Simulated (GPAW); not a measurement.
Input of a GPAW 26.7.0 run:

run.py

```python
import numpy as np
from ase import Atoms
from ase.dft.bandgap import bandgap
from ase.io import write
from gpaw import GPAW, PW
from gpaw.response.df import DielectricFunction

atoms = Atoms(['Cd', 'Cd', 'Se', 'Se'],
              cell=[[4.3284776511, 0.0, 0.0],
                    [-2.1642388256, 3.7485716056, 0.0],
                    [0.0, 0.0, 7.0664914211]],
              scaled_positions=[[0.6666666667, 0.3333333333, 0.5],
                                [0.3333333333, 0.6666666667, 0.0],
                                [0.6666666667, 0.3333333333, 0.885],
                                [0.3333333333, 0.6666666667, 0.385]],
              pbc=True)

calc = GPAW(mode=PW(500),
            xc='PBE',
            kpts={'size': (6, 6, 3), 'gamma': True},
            occupations={'name': 'fermi-dirac', 'width': 0.001},
            nbands=31,
            convergence={'density': 1e-06},
            maxiter=150,
            txt='gpaw.txt')
atoms.calc = calc
energy = atoms.get_potential_energy()
calc.write('gs.gpw')
write('result.traj', atoms)
print(f'Energy: {energy:.6f} eV')
print('Fermi level:', round(calc.get_fermi_level(), 4), 'eV')
print(f'Gap: {bandgap(calc)[0]:.4f} eV, direct: {bandgap(calc, direct=True)[0]:.4f} eV')

for size in [(8, 8, 4)]:
    name = 'x'.join(str(n) for n in size)
    dense = calc.fixed_density(kpts={'size': size, 'gamma': True},
                               nbands=64, convergence={'bands': 58, 'eigenstates': 1e-7},
                               update_fermi_level=True, txt=f'dense-{name}.txt')
    dense.write(f'{name}.gpw', mode='all')
    df = DielectricFunction(f'{name}.gpw', frequencies=np.array([0.0]), hilbert=False, eta=0.001,
                            ecut=80, nbands=58, intraband=False, txt=f'df-{name}.txt')
    for xc in ['RPA']:
        for direction in ['x', 'y', 'z', [0, 1, 1], [1, 0, 1], [1, 1, 0]]:
            e0, e = df.get_macroscopic_dielectric_constant(xc=xc, direction=direction)
            print(f'{name} {xc} {direction}: {e0:.4f} without, {e:.4f} with local fields')
```

Potentials or basis: GPAW PAW data sets (gpaw-data 1.2.1), pw.

Launch:

```bash
$ OMP_NUM_THREADS=1 python run.py
```

Problem. Estimate the electronic dielectric tensor (diagonal).

Solution. 9.56, 9.56, 9.73.

Problem. Predict the band gap on the k mesh.

Solution. 0.65 eV, direct.

Electronic dielectric tensor:
```
9.56 0.00 0.00
0.00 9.56 0.00
0.00 0.00 9.73
```

Caveat: the gap is small at this level, which inflates the dielectric constant; the long-wavelength limit can be off by several per cent where d states take part.

The gap isn't set beside the measured one, since this odd mesh misses points on the zone boundary.
